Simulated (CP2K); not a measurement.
# Rh (Fm-3m) in CP2K: single point with PBE

Aim: the single point of Rh with PBE.

Program: CP2K 2026.2. These are calculated values, not measurements. Logs are shortened: lines on timing, memory, paths and dates and some standing lists are left out, and cuts for length are marked.

## Step 1: The crystal as given

It takes space group Fm-3m (No. 225, cubic). The conventional cell has a = 3.796 Å, b = 3.796 Å, c = 3.796 Å, α = 90.00°, β = 90.00°, γ = 90.00°. Rh (site symmetry m-3m) has 12 Rh at 2.68 Å as nearest neighbours.

## Step 2: Single point, PBE

Input file rh_scf.inp:

```
&GLOBAL
  PROJECT rh_scf
  RUN_TYPE ENERGY_FORCE
  PRINT_LEVEL LOW
&END GLOBAL
&FORCE_EVAL
  METHOD QS
  STRESS_TENSOR ANALYTICAL
  &DFT
    BASIS_SET_FILE_NAME BASIS_MOLOPT_UZH
    POTENTIAL_FILE_NAME POTENTIAL_UZH
    &MGRID
      CUTOFF 450
      REL_CUTOFF 60
      NGRIDS 4
    &END MGRID
    &QS
      METHOD GPW
      EPS_DEFAULT 1.0E-10
    &END QS
    &KPOINTS
      SCHEME MONKHORST-PACK 12 12 12
      GAMMA_CENTERED T
      SYMMETRY T
      SYMMETRY_BACKEND SPGLIB
    &END KPOINTS
    &SCF
      SCF_GUESS ATOMIC
      EPS_SCF 1.0E-6
      MAX_SCF 100
      ADDED_MOS 11
      CHOLESKY OFF
      EPS_EIGVAL 1.0E-7
      &DIAGONALIZATION ON
        ALGORITHM STANDARD
      &END DIAGONALIZATION
      &MIXING ON
        METHOD BROYDEN_MIXING
        ALPHA 0.4
        BETA 1.5
        NBUFFER 8
      &END MIXING
      &SMEAR ON
        METHOD GAUSSIAN
        SIGMA [eV] 0.05
      &END SMEAR
    &END SCF
    &XC
      &XC_FUNCTIONAL PBE
      &END XC_FUNCTIONAL
    &END XC
    &PRINT
      &KPOINTS ON
      &END KPOINTS
      &MULLIKEN ON
      &END MULLIKEN
      &MO ON
        ENERGIES T
        OCCUPATION_NUMBERS T
        &EACH
          QS_SCF 0
        &END EACH
        ADD_LAST NUMERIC
      &END MO
      &LOWDIN ON
      &END LOWDIN
      &HIRSHFELD ON
        SHAPE_FUNCTION DENSITY
      &END HIRSHFELD
    &END PRINT
  &END DFT
  &SUBSYS
    &CELL
      A 2.6839652093 0.0000000000 0.0000000000
      B 1.3419826047 2.3243820542 0.0000000000
      C 1.3419826047 0.7747940181 2.1914484168
      PERIODIC XYZ
    &END CELL
    &COORD
      Rh  0.0000000000 0.0000000000 0.0000000000
    &END COORD
    &KIND Rh
      BASIS_SET TZVP-MOLOPT-PBE-GTH-q17
      POTENTIAL GTH-PBE-q17
    &END KIND
    &PRINT
      &ATOMIC_COORDINATES ON
      &END ATOMIC_COORDINATES
      &CELL ON
      &END CELL
    &END PRINT
  &END SUBSYS
  &PRINT
    &FORCES ON
    &END FORCES
    &STRESS_TENSOR ON
    &END STRESS_TENSOR
  &END PRINT
&END FORCE_EVAL
```

Potentials or basis: POTENTIAL_UZH Rh GTH-PBE-q17; TZVP-MOLOPT-PBE-GTH basis.

The run is started by

```sh
OMP_NUM_THREADS=1 cp2k.psmp -i rh_scf.inp -o rh_scf.out
```

rh_scf.out:

```text

 CP2K| version string:                                       CP2K version 2026.2
 CP2K| Input file name                                                rh_scf.inp

 GLOBAL| Force Environment number                                              1
 GLOBAL| Basis set file name                                    BASIS_MOLOPT_UZH
 GLOBAL| Potential file name                                       POTENTIAL_UZH
 GLOBAL| MM Potential file name                                     MM_POTENTIAL
 GLOBAL| Coordinate file name                                      __STD_INPUT__
 GLOBAL| Method name                                                        CP2K
 GLOBAL| Project name                                                     rh_scf
 GLOBAL| Run type                                                   ENERGY_FORCE
 GLOBAL| FFT library                                                       FFTW3
 GLOBAL| Diagonalization library                                       ScaLAPACK
 GLOBAL| Cholesky decomposition library                                ScaLAPACK
 GLOBAL| DGEMM library                                                      BLAS
 GLOBAL| Direct generalized diagonalization requested                          F
 GLOBAL| Matrix multiplication library                                 ScaLAPACK
 GLOBAL| Global print level                                                  LOW
 GLOBAL| Total number of message passing processes                             1
 GLOBAL| Number of threads for this process                                    1
 GLOBAL| CPU model name                                                  UNKNOWN

 CELL| Volume [angstrom^3]:                                            13.671484
 CELL| Vector a [angstrom]:       2.684     0.000     0.000   |a| =     2.683965
 CELL| Vector b [angstrom]:       1.342     2.324     0.000   |b| =     2.683965
 CELL| Vector c [angstrom]:       1.342     0.775     2.191   |c| =     2.683965
 CELL| Angle (b,c), alpha [degree]:                                    60.000000
 CELL| Angle (a,c), beta  [degree]:                                    60.000000
 CELL| Angle (a,b), gamma [degree]:                                    60.000000
 CELL| Numerically orthorhombic:                                              NO
 CELL| Periodicity                                                           XYZ

 CELL_REF| Volume [angstrom^3]:                                        13.671484
 CELL_REF| Vector a [angstrom     2.684     0.000     0.000   |a| =     2.683965
 CELL_REF| Vector b [angstrom     1.342     2.324     0.000   |b| =     2.683965
 CELL_REF| Vector c [angstrom     1.342     0.775     2.191   |c| =     2.683965
 CELL_REF| Angle (b,c), alpha [degree]:                                60.000000
 CELL_REF| Angle (a,c), beta  [degree]:                                60.000000
 CELL_REF| Angle (a,b), gamma [degree]:                                60.000000
 CELL_REF| Numerically orthorhombic:                                          NO
 CELL_REF| Periodicity                                                       XYZ

 GENERATE|  Preliminary Number of Bonds generated:                             0
 GENERATE|  Achieved consistency in connectivity generation.

 *******************************************************************************
 *******************************************************************************
 **            Copyright (C) by CP2K developers group (2000-2026)             **
 *******************************************************************************

 TOTAL NUMBERS AND MAXIMUM NUMBERS

  Total number of            - Atomic kinds:                                   1
                             - Atoms:                                          1
                             - Shell sets:                                     1
                             - Shells:                                        11
                             - Primitive Cartesian functions:                  7
                             - Cartesian basis functions:                     41
                             - Spherical basis functions:                     35

  Maximum angular momentum of- Orbital basis functions:                        3
                             - Local part of the GTH pseudopotential:          2
                             - Non-local part of the GTH pseudopotential:      4

 MODULE QUICKSTEP: ATOMIC COORDINATES IN ANGSTROM

   Atom Kind Element         X             Y             Z       Z(eff)     Mass
      1    1 Rh   45      0.000000      0.000000      0.000000  17.0000 102.9055

 SCF PARAMETERS         Density guess:                                    ATOMIC
                        --------------------------------------------------------
[... 39 lines left out ...]
 BRILLOUIN|     6           0.00347       -0.41667       -0.41667        0.00000
[... 32 lines left out ...]
 BRILLOUIN|    39           0.01389       -0.33333       -0.33333       -0.25000
 BRILLOUIN|    40           0.01389       -0.33333       -0.33333       -0.16667
 [... further k-points ...]
 *******************************************************************************

 Extrapolation method: initial_guess

 Number of electrons:                                                         17
 Number of occupied orbitals:                                                  9
 Number of molecular orbitals:                                                20

 Number of orbital functions:                                                 35
 Number of independent orbital functions:                                     35

 SCF WAVEFUNCTION OPTIMIZATION

  Step     Update method      Time    Convergence         Total energy    Change
  ------------------------------------------------------------------------------
     1 NoMix/Diag. 0.40E+00   25.0     0.48210322      -109.9489575168 -1.10E+02
     2 Broy./Diag. 0.40E+00   18.0     0.05314562      -110.9168869366 -9.68E-01
     3 Broy./Diag. 0.40E+00   17.8     0.04855211      -110.0498904002  8.67E-01
     4 Broy./Diag. 0.40E+00   17.9     0.01782591      -109.5326542912  5.17E-01
     5 Broy./Diag. 0.40E+00   18.1     0.00132635      -109.5471203872 -1.45E-02
     6 Broy./Diag. 0.40E+00   17.9     0.00069460      -109.5463736195  7.47E-04
     7 Broy./Diag. 0.40E+00   17.9     0.00007817      -109.5453002980  1.07E-03
     8 Broy./Diag. 0.40E+00   17.8     0.00005204      -109.5450684833  2.32E-04
     9 Broy./Diag. 0.40E+00   18.0     0.00000909      -109.5451924480 -1.24E-04
    10 Broy./Diag. 0.40E+00   18.2     0.00000209      -109.5451936043 -1.16E-06
    11 Broy./Diag. 0.40E+00   17.6     0.00000062      -109.5451970846 -3.48E-06

  *** SCF run converged in    11 steps ***

  Electronic density on regular grids:        -16.9999999997        0.0000000003
  Core density on regular grids:               16.9999999994       -0.0000000006
  Total charge density on r-space grids:       -0.0000000004
  Total charge density g-space grids:          -0.0000000004

  Overlap energy of the core charge distribution:               0.00000000000000
  Self energy of the core charge distribution:               -197.34967383445772
  Core Hamiltonian energy:                                     46.70824119240316
  Hartree energy:                                              52.39590728288326
  Exchange-correlation energy:                                -11.29961086109883
  Smearing free energy correction:                             -0.00006086430159
  Fermi energy:                                                 0.65803653290787

  Total energy:                                              -109.54519708462377
  Total energy (extrapolated to sigma->0):                   -109.54516665247297

 MO| EIGENVALUES AND OCCUPATION NUMBERS FOR K POINT 1
 MO|
 MO|  Index      Eigenvalue [a.u.]        Eigenvalue [eV]             Occupation
 MO|      1              -2.239292             -60.934243               2.000000
 MO|      2              -1.076368             -29.289459               2.000000
 MO|      3              -1.053246             -28.660272               2.000000
 MO|      4              -1.053246             -28.660272               2.000000
 MO|      5               0.429644              11.691213               2.000000
 MO|      6               0.540540              14.708849               2.000000
[... 324 lines left out ...]
 MO|     19               2.158818              58.744419               0.000000
 MO|     20               2.243373              61.045272               0.000000
 MO| Sum:                                                              18.000000
 MO| E(Fermi):            0.658037 a.u.         17.906085 eV
 MO| Band gap:            0.052577 a.u.          1.430695 eV

 MO| EIGENVALUES AND OCCUPATION NUMBERS FOR K POINT 14
 MO|
 MO|  Index      Eigenvalue [a.u.]        Eigenvalue [eV]             Occupation
 MO|      1              -2.239658             -60.944191               2.000000
 MO|      2              -1.070630             -29.133329               2.000000
 MO|      3              -1.056264             -28.742396               2.000000
 MO|      4              -1.053222             -28.659637               2.000000
 MO|      5               0.455315              12.389739               2.000000
 MO|      6               0.532653              14.494213               2.000000
[... 12 lines left out ...]
 MO|     19               2.180977              59.347393               0.000000
 MO|     20               2.206996              60.055410               0.000000
 MO| Sum:                                                              18.000000
 MO| E(Fermi):            0.658037 a.u.         17.906085 eV
 MO| Band gap:            0.065645 a.u.          1.786287 eV

 [... the levels of further k-points ...]

 !-----------------------------------------------------------------------------!
                     Mulliken Population Analysis

 #  Atom  Element  Kind  Atomic population                           Net charge
       1     Rh       1         17.000000                              0.000000
 # Total charge                             17.000000                  0.000000

 !-----------------------------------------------------------------------------!

 !-----------------------------------------------------------------------------!
                           Hirshfeld Charges

  #Atom  Element  Kind  Ref Charge     Population                    Net charge
      1       Rh     1      17.000         17.000                        -0.000

  Total Charge                                                           -0.000
 !-----------------------------------------------------------------------------!

 LOWDIN POPULATION ANALYSIS

 #  Atom  Element  Kind  Atomic population                           Net charge
       1     Rh       1         17.000000                             -0.000000
 # Total charge                             17.000000                 -0.000000

 ENERGY| Total FORCE_EVAL ( QS ) energy [hartree]           -109.545197512890979

 FORCES| Atomic forces [hartree/bohr]
 FORCES|   Atom     x               y               z               |f|
 FORCES|      1 -4.78159601E-14 -1.30759921E-15  7.35231769E-15   4.83955828E-14
 FORCES| Sum    -4.78159601E-14 -1.30759921E-15  7.35231769E-15
 FORCES| Total atomic force                                       4.83955828E-14

 STRESS| Analytical stress tensor [bar]
 STRESS|                        x                   y                   z
 STRESS|      x        9.60288011589E+04  -3.25542739998E-01  -2.29919110977E-01
 STRESS|      y       -3.25542739998E-01   9.60291720622E+04  -1.35743907564E-01
 STRESS|      z       -2.29919110977E-01  -1.35743907564E-01   9.60292590280E+04
 STRESS| 1/3 Trace                                             9.60290774164E+04
 STRESS| Determinant                                           8.85540175913E+14

 STRESS| Eigenvectors and eigenvalues of the analytical stress tensor [bar]
 STRESS|                        1                   2                   3
 STRESS| Eigenvalues   9.60285160089E+04   9.60293545306E+04   9.60293617097E+04
 STRESS|      x           0.813273323053     -0.407617883334     -0.415251927385
 STRESS|      y           0.473527859196      0.048884564889      0.879421210729
 STRESS|      z           0.338168402687      0.911843166615     -0.232774936198
```

Run time: 4 min. Hardware: 1 thread of Arm Neoverse N1, shared host; peak memory 0.3 GiB.

What came out:

```yaml
Free_energy: -2980.8764 eV
Pressure: 9.6 GPa
Band_gap_on_the_k_mesh: none (metal or under the smearing width)
```

Caveat: the basis of atomic orbitals isn't converged, which shifts pressures, moduli and gaps.
